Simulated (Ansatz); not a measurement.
# WS2 (Tungstenite) (P6_3/mmc) in Ansatz: further runs

The runs below take WS2 (Tungstenite) through band structure, with PBE, PBE+U.

Program: Ansatz 0.2.0. These are calculated values, not measurements. Logs are shortened: lines on timing, memory, paths and dates and some standing lists are left out, and cuts for length are marked.

### 1 Starting point

The structure is hexagonal, space group P6_3/mmc (No. 194). The conventional cell has a = 3.180 Å, b = 3.180 Å, c = 12.500 Å, α = 90.00°, β = 90.00°, γ = 120.00°. W (site symmetry -6m2) has 6 S at 2.41 Å as nearest neighbours. S (site symmetry 3m) has 3 W at 2.41 Å as nearest neighbours.

### 2 Band structure, PBE

The input, input.yaml:

```yaml
crystal:
  lattice:
    - [3.18, 0.0, 0.0]
    - [-1.59, 2.753960784, 0.0]
    - [0.0, 0.0, 12.5]
  atoms:
    - { symbol: W, position: [0.6666666667, 0.3333333333, 0.75] }
    - { symbol: W, position: [0.3333333333, 0.6666666667, 0.25] }
    - { symbol: S, position: [0.6666666667, 0.3333333333, 0.375] }
    - { symbol: S, position: [0.3333333333, 0.6666666667, 0.875] }
    - { symbol: S, position: [0.6666666667, 0.3333333333, 0.125] }
    - { symbol: S, position: [0.3333333333, 0.6666666667, 0.625] }
hamiltonian:
  xc: pbe
  pseudopotentials: { kind: paw }
kpoints:
  mp_grid: { grid: [10, 10, 3] }
  band_path:
    path:
      - [[0.0, 0.0, 0.0], [0.5, 0.0, 0.0], [0.3333333333, 0.3333333333, 0.0], [0.0, 0.0, 0.0], [0.0, 0.0, 0.5], [0.5, 0.0, 0.5], [0.3333333333, 0.3333333333, 0.5], [0.0, 0.0, 0.5]]
      - [[0.5, 0.0, 0.5], [0.5, 0.0, 0.0]]
      - [[0.3333333333, 0.3333333333, 0.0], [0.3333333333, 0.3333333333, 0.5]]
    npoints: 14
scf:
  occupations: { method: fermi_dirac, width: 0.05 }
  n_extra_bands: 15
output:
  forces: true
  stress: true
  eigenvalues: true
  fatbands: true
```

Potentials or basis: Ansatz PAW.

On the command line:

```console
> ansatz run input.yaml --threads 2 --pin off --max-ram 5632MiB --backend cpu --events-out ev --progress --plain --runs-dir out
```

The log of the run:

```text
Warning: RAYON_NUM_THREADS=2 ignored (pool sized by the plan → 2); use --threads N
scf.n_extra_bands = 15 over 26 filled bands (N_el = 52.0): the run solves 41 bands
Engine: ansatz 0.2.0, aarch64-unknown-linux-gnu
Pseudopotentials: kind: paw
Pseudopotential: W, paw, valence charge 14, recommended cutoff 420 eV (normal), W.paw.azcp
Pseudopotential: S, paw, valence charge 6, recommended cutoff 420 eV (normal), S.paw.azcp
Functional definition: PBE
  parameter kappa = 0.804
  parameter beta = 0.06672455060314922
  exchange = pbe_x(kappa = kappa, mu = beta*pi^2/3)
  correlation = pbe_c(beta = beta)
Crystal: 6 atoms, lattice volume = 109.470 Å³
Basis set: ecut = 420 eV, 2129 PW (Γ), exchange–correlation on 48×48×180 points (8 copies of the dense FFT grid, shifted against one another)
Bands: 41, of which v1, the nominal top of the filled ones, is band 26 counted from 1 (25 counted from 0)
Symmetry: 24 space group operations
Space group: P63/mmc (ITA 194), of the structure as read, at distance tolerance 4.8e-5 Å
k-points: 28 of 300
Non-local potential: W, projectors of the file, l = 0: 3, l = 1: 2, l = 2: 2, l = 3: 1
Non-local potential: S, projectors of the file, l = 0: 2, l = 1: 2, l = 2: 2
PAW form: soft (Blöchl's): semilocal exchange-correlation on the pseudo side does not see the compensation charge
PAW one-centre angular grid: W, 590 points (default); XC on 64 Gauss nodes
PAW one-centre angular grid: S, 110 points (default); XC on 64 Gauss nodes
Initial density: superposition of atomic densities (neutral atoms: chi_scale 0, normalization atom), corrected by the library's trained network
Initial wavefunctions: pseudopotential atomic-orbital guess
Functional: x = pbe(κ = 0.804, μ = 0.2195149727645171), c = pbe(β = 0.06672455060314922)
SCF iter   1: F=—  HF=-24382.791033 eV  |F-HF|=—  |Δ(HF+E_count)|=         —  Δρ=5.04e-3  dr2=1.40e-2  ethr=1.77e-3  ⟨swp⟩=6.2  Hψ=5531  notcnv=0  defer=32
preconditioner: auto → Resta (q_TF=auto, 2.410 Å⁻¹)  ε∞=4.7  [insulator: Δε(μ)=1.113 eV  Ē_g=11.081 eV  σ=0.050 eV  W_gap=1.00  n_scr=26 (ndim 8)  ℏωp=21.3 eV  f_vac=0.025  D(μ)=0.00/eV (n_scr^D=0)  ε∞_Penn≈4.7]
SCF iter   2: F=—  HF=-24382.795694 eV  |F-HF|=—  |Δ(HF+E_count)|=   4.66e-3  Δρ=2.69e-3  dr2=2.02e-3  ethr=2.69e-5  ⟨swp⟩=2.0  Hψ=1733  notcnv=0  defer=139
SCF iter   3: F=—  HF=-24382.799419 eV  |F-HF|=—  |Δ(HF+E_count)|=   3.73e-3  Δρ=1.16e-3  dr2=4.41e-4  ethr=3.89e-6  ⟨swp⟩=2.4  Hψ=1408  notcnv=0  defer=139
SCF iter   4: F=—  HF=-24382.800321 eV  |F-HF|=—  |Δ(HF+E_count)|=   9.02e-4  Δρ=7.96e-5  dr2=1.74e-5  ethr=8.47e-7  ⟨swp⟩=2.0  Hψ=1418  notcnv=0  defer=139
SCF iter   5: F=—  HF=-24382.800336 eV  |F-HF|=—  |Δ(HF+E_count)|=   1.57e-5  Δρ=2.17e-5  dr2=4.03e-7  ethr=3.34e-8  ⟨swp⟩=2.0  Hψ=1311  notcnv=0  defer=139
SCF iter   6: F=-24382.800337 eV  HF=-24382.800337 eV  |F-HF|=1.71e-8  |Δ(HF+E_count)|=   5.99e-7  Δρ=6.00e-6  dr2=6.11e-8  ethr=1.92e-10  ⟨swp⟩=11.5  Hψ=6144  notcnv=0
SCF 1 converged in 6 iterations: F = -24382.800337 eV  dr2 = 6.11e-8
NSCF: frozen V_eff on 129 k-points
SCF converged after 6 iterations
Free energy (F): -24382.800337 eV
Harris-Foulkes:  -24382.800337 eV  (|F-HF|=1.71e-8)
Internal energy: -24382.800337 eV  (E = F + TS)
E sigma→0 (E₀):  -24382.800337 eV
Entropy (-TS):   -0.000000 eV (-0.000 meV/atom)
Fermi energy:    11.767307 eV
--- Per-component energies (eV) ---
  E_band       = -396.020294
  E_kinetic    = 1332.606702
  E_local      = -3640.456658  (includes V_loc(G=0)·N_el)
  E_nonlocal   = 114.706869
  E_hartree    = 1448.741996
  E_xc         = -924.382379
  E_vxc        = -830.173410  (∫ρ·V_xc dr)
  E_paw        = -19526.253631  (= ΣΔE_a)
  E_vpaw       = -270.179562  (= ΣTr[D̂ρ^β])
  E_aug_tail   = -0.000119  (compensation charges beyond the density's cutoff)
  E_ewald      = -3187.763116
  E_smearing   = -0.000000  (= −TS)
  E_closure    = -0.000000  (closes the sum)
  Σ components = -24382.800337   (vs F -24382.800337, Δ=0.00e0)
--- Forces (eV/Å), atoms counted from 1 ---
  atom   1  W      0.00000000    -0.00000000     0.00000000
  atom   2  W      0.00000000     0.00000000    -0.00000000
  atom   3  S      0.00000000    -0.00000000     0.12904001
  atom   4  S     -0.00000000     0.00000000     0.12904001
  atom   5  S      0.00000000    -0.00000000    -0.12904001
  atom   6  S      0.00000000     0.00000000    -0.12904001
  max |Σ_I F_I| component: 2.78e-17 eV/Å
--- Stress (GPa, compression-positive) ---
        1.662823      -0.000000      -0.000000
        0.000000       1.662823      -0.000000
       -0.000000      -0.000000       3.501057
  P = ⅓ Tr σ = 2.2756 GPa (22.756 kbar)
--- Band table (eV; the first three rows and the last of 28) ---
  k-point 0: bands = ["-63.3085", "-63.3085", "-27.5913", "-27.5913", "-27.4384", "-27.4384", "-27.4383", "-27.4383", "-4.2700", "-4.0862", "-2.6973", "-2.3427", "3.7891", "4.7017", "7.6068", "7.7288", "7.7288", "7.7402", "7.7402", "8.9567", "8.9567", "8.9992", "8.9992", "9.6946", "10.1737", "11.2656", "13.5107", "13.5107", "13.5185", "13.5185", "13.6079", "13.6079", "13.7592", "13.7592", "15.8601", "16.0971", "19.0162", "19.4498", "19.5107", "20.8501", "20.8793"]
  k-point 1: bands = ["-63.3085", "-63.3085", "-27.5913", "-27.5913", "-27.4384", "-27.4384", "-27.4384", "-27.4384", "-4.2298", "-4.1388", "-2.6040", "-2.4277", "3.9804", "4.4248", "7.7316", "7.7316", "7.7373", "7.7373", "8.0392", "8.9442", "8.9673", "8.9673", "8.9885", "8.9885", "10.7149", "11.1336", "13.5082", "13.5082", "13.5097", "13.5097", "13.6522", "13.6522", "13.7254", "13.7254", "15.9233", "16.0419", "19.1168", "19.3328", "19.7498", "20.3787", "20.9647"]
  k-point 2: bands = ["-63.3069", "-63.3069", "-27.5854", "-27.5853", "-27.4714", "-27.4714", "-27.4460", "-27.4460", "-4.1055", "-3.9219", "-2.6300", "-2.2909", "3.9850", "4.8956", "7.3084", "7.3313", "7.3322", "7.8859", "7.9043", "8.3736", "8.7023", "8.7503", "9.0320", "9.8829", "10.1729", "10.9559", "13.2915", "13.3817", "13.4521", "13.4725", "13.5330", "13.6278", "13.7893", "13.8412", "16.5963", "16.8206", "19.5162", "19.6260", "20.0769", "20.4687", "20.7945"]
  k-point 27: bands = ["-63.2897", "-63.2897", "-27.7055", "-27.7055", "-27.6337", "-27.6337", "-27.5219", "-27.5219", "-1.7985", "-1.7789", "-1.6481", "-1.6287", "4.8732", "4.9332", "5.0550", "5.0805", "6.2999", "6.3055", "6.6180", "6.7120", "7.3134", "7.4485", "8.2868", "8.4168", "10.4179", "10.4960", "12.6290", "12.6394", "13.7172", "14.1611", "14.4793", "14.5797", "15.9008", "16.0927", "17.3483", "17.3862", "17.8344", "18.4849", "19.8189", "19.9812", "21.4621"]
```

Wall time 16 s (2 threads of Arm Neoverse V1, shared host); peak memory 0.52 GiB.

Results:

| Property | Result |
| --- | --- |
| Free energy | -24382.8003 eV |
| Pressure | 2.3 GPa |
| Largest force | 0.129 eV/Å |
| Band gap on the k mesh | 1.12 eV, indirect (least direct gap 2.09 eV) |
| Band gap along the path | 1.05 eV, indirect (least direct gap 1.74 eV) |

Forces on the atoms (eV/Å):
```
W    0.000  0.000  0.000
W    0.000  0.000  0.000
S    0.000  0.000  0.129
S    0.000  0.000  0.129
S    0.000  0.000 -0.129
S    0.000  0.000 -0.129
```

Levels at the corners of the path, in eV from the valence-band top:
```csv
point,band 22,band 23,band 24,band 25,band 26,band 27,band 28,band 29,band 30,band 31
Γ,-2.27,-2.27,-1.57,-1.09,0.00,2.25,2.25,2.25,2.25,2.34
M,-2.70,-2.02,-1.85,-1.67,-1.51,2.20,2.24,2.56,2.77,3.12
K,-4.03,-2.91,-2.91,-0.74,-0.57,1.17,1.17,2.19,3.26,3.32
Γ,-2.27,-2.27,-1.57,-1.09,0.00,2.25,2.25,2.25,2.25,2.34
A,-2.29,-2.29,-2.29,-0.30,-0.30,2.24,2.24,2.24,2.24,2.42
L,-2.80,-1.94,-1.94,-1.58,-1.58,2.22,2.22,2.68,2.68,3.40
H,-3.78,-3.03,-3.03,-0.66,-0.66,1.17,1.17,2.65,2.65,3.39
A,-2.29,-2.29,-2.29,-0.30,-0.30,2.24,2.24,2.24,2.24,2.42
L,-2.80,-1.94,-1.94,-1.58,-1.58,2.22,2.22,2.68,2.68,3.40
M,-2.70,-2.02,-1.85,-1.67,-1.51,2.20,2.24,2.56,2.77,3.12
K,-4.03,-2.91,-2.91,-0.74,-0.57,1.17,1.17,2.19,3.26,3.32
H,-3.78,-3.03,-3.03,-0.66,-0.66,1.17,1.17,2.65,2.65,3.39
```

Caveat: the k mesh misses the band edges, so the gap on the mesh is wider than the one along the path; spin-orbit coupling is left out, which moves the levels of the heavy elements; this functional lacks dispersion, which binds the layers, so the pressure and a relaxed spacing across them are unreliable. PBE gaps usually lie below the measured ones, often by a third to a half.

### 3 Band structure, PBE+U

input.yaml: that of step 2 with these lines changed.

```diff
@@ -15,2 +15,3 @@
   pseudopotentials: { kind: paw }
+  hubbard: { sites: [{ species: W, l: d, u_eff: 1.0 }] }
 kpoints:
@@ -30,2 +31,2 @@
   eigenvalues: true
-  fatbands: true
+  fatbands: false
```

Potentials or basis: Ansatz PAW.

On the command line:

```console
> ansatz run input.yaml --threads 2 --pin off --max-ram 5632MiB --backend cpu --events-out ev --progress --plain --runs-dir out
```

The log of the run:

```text
Warning: RAYON_NUM_THREADS=2 ignored (pool sized by the plan → 2); use --threads N
W: projections on atomic orbitals take those of the free atom [Kr 4d10 4f14] 5s2 5p6 5d4 6s2, of charge +0.00 (hamiltonian.pseudopotentials.projection_atoms); the dataset's partial waves leave at most 6.5e-5 of an orbital's norm unspanned inside its sphere
S: projections on atomic orbitals take those of the free atom [Ne] 3s2 3p4, of charge +0.00 (hamiltonian.pseudopotentials.projection_atoms); the dataset's partial waves leave at most 1.6e-7 of an orbital's norm unspanned inside its sphere
scf.n_extra_bands = 15 over 26 filled bands (N_el = 52.0): the run solves 41 bands
[... 7 set-up lines as earlier in the session ...]
[... 51 lines left out ...]
  Σ components = -24380.317860   (vs F -24380.317860, Δ=0.00e0)
--- Forces (eV/Å), atoms counted from 1 ---
  atom   1  W      0.00000000    -0.00000000     0.00000000
  atom   2  W      0.00000000     0.00000000    -0.00000000
  atom   3  S      0.00000000    -0.00000000     0.13371435
  atom   4  S      0.00000000     0.00000000     0.13371435
  atom   5  S     -0.00000000    -0.00000000    -0.13371435
  atom   6  S      0.00000000     0.00000000    -0.13371435
  max |Σ_I F_I| component: 2.78e-17 eV/Å
--- Stress (GPa, compression-positive) ---
        1.730799       0.000000      -0.000000
        0.000000       1.730799      -0.000000
       -0.000000      -0.000000       3.538537
  P = ⅓ Tr σ = 2.3334 GPa (23.334 kbar)
--- Band table (eV; the first three rows and the last of 28) ---
  k-point 0: bands = ["-63.3193", "-63.3193", "-27.5979", "-27.5979", "-27.4500", "-27.4500", "-27.4499", "-27.4499", "-4.2686", "-4.0849", "-2.6945", "-2.3401", "3.7728", "4.6785", "7.6095", "7.7193", "7.7193", "7.7307", "7.7307", "8.9821", "8.9821", "9.0249", "9.0249", "9.6973", "10.1334", "11.2286", "13.5339", "13.5339", "13.5412", "13.5412", "13.6039", "13.6039", "13.7552", "13.7552", "15.8574", "16.0948", "19.0185", "19.4516", "19.5079", "20.8530", "20.8803"]
  k-point 1: bands = ["-63.3193", "-63.3193", "-27.5979", "-27.5979", "-27.4500", "-27.4500", "-27.4499", "-27.4499", "-4.2284", "-4.1374", "-2.6013", "-2.4251", "3.9632", "4.4046", "7.7221", "7.7221", "7.7278", "7.7278", "8.0381", "8.9383", "8.9928", "8.9928", "9.0142", "9.0142", "10.6831", "11.0982", "13.5308", "13.5308", "13.5311", "13.5311", "13.6497", "13.6497", "13.7220", "13.7220", "15.9208", "16.0396", "19.1190", "19.3348", "19.7480", "20.3794", "20.9657"]
  k-point 2: bands = ["-63.3177", "-63.3176", "-27.5920", "-27.5919", "-27.4829", "-27.4829", "-27.4576", "-27.4576", "-4.1040", "-3.9206", "-2.6259", "-2.2870", "3.9695", "4.8734", "7.2999", "7.3226", "7.3412", "7.8770", "7.8953", "8.3946", "8.7275", "8.7760", "9.0473", "9.8860", "10.1322", "10.9217", "13.2863", "13.4071", "13.4475", "13.4983", "13.5245", "13.6232", "13.8129", "13.8642", "16.5935", "16.8181", "19.5141", "19.6286", "20.0790", "20.4693", "20.7945"]
  k-point 27: bands = ["-63.3004", "-63.3004", "-27.7170", "-27.7170", "-27.6452", "-27.6452", "-27.5285", "-27.5285", "-1.7972", "-1.7775", "-1.6352", "-1.6158", "4.8953", "4.9542", "5.0505", "5.0746", "6.2970", "6.3020", "6.6169", "6.7107", "7.3172", "7.4514", "8.2989", "8.4263", "10.4020", "10.4800", "12.5800", "12.5912", "13.7382", "14.1744", "14.4771", "14.5689", "15.9262", "16.1176", "17.3480", "17.3853", "17.8345", "18.4832", "19.8197", "19.9823", "21.4650"]
Occupation matrices written to <dir>
```

Wall time 14 s (2 threads of Arm Neoverse V1, shared host); peak memory 0.71 GiB.

What came out:

```
Free energy             : -24380.3179 eV
Pressure                : 2.3 GPa
Largest force           : 0.134 eV/Å
Band gap on the k mesh  : 1.14 eV, indirect (least direct gap 2.05 eV)
Band gap along the path : 1.07 eV, indirect (least direct gap 1.70 eV)
```

Forces in eV/Å, atoms in the order of the input:
```
W    0.000  0.000  0.000
W    0.000  0.000  0.000
S    0.000  0.000  0.134
S    0.000  0.000  0.134
S    0.000  0.000 -0.134
S    0.000  0.000 -0.134
```

Levels at the corners of the path, in eV from the valence-band top:
```
point  band 23  band 24  band 25  band 26  band 27  band 28  band 29  band 30
    Γ    -2.20    -1.53    -1.10     0.00     2.31     2.31     2.31     2.31
    M    -1.98    -1.82    -1.65    -1.49     2.22     2.26     2.56     2.77
    K    -2.86    -2.86    -0.71    -0.54     1.15     1.15     2.24     3.32
    Γ    -2.20    -1.53    -1.10     0.00     2.31     2.31     2.31     2.31
    A    -2.23    -2.23    -0.30    -0.30     2.30     2.30     2.30     2.30
    L    -1.90    -1.90    -1.56    -1.56     2.24     2.24     2.68     2.68
    H    -2.98    -2.98    -0.64    -0.64     1.15     1.15     2.71     2.71
    A    -2.23    -2.23    -0.30    -0.30     2.30     2.30     2.30     2.30
    L    -1.90    -1.90    -1.56    -1.56     2.24     2.24     2.68     2.68
    M    -1.98    -1.82    -1.65    -1.49     2.22     2.26     2.56     2.77
    K    -2.86    -2.86    -0.71    -0.54     1.15     1.15     2.24     3.32
    H    -2.98    -2.98    -0.64    -0.64     1.15     1.15     2.71     2.71
```

Eigenvalues of the final occupation matrices:
```
  site  spin  trace               eigenvalues
site 1     1   2.47  0.45 0.45 0.51 0.51 0.56
site 2     1   2.47  0.45 0.45 0.51 0.51 0.56
```

Caveat: the k mesh misses the band edges, so the gap on the mesh is wider than the one along the path; spin-orbit coupling is left out, which moves the levels of the heavy elements; this functional lacks dispersion, which binds the layers, so the pressure and a relaxed spacing across them are unreliable.

(Part 1 of 2 ends here.)
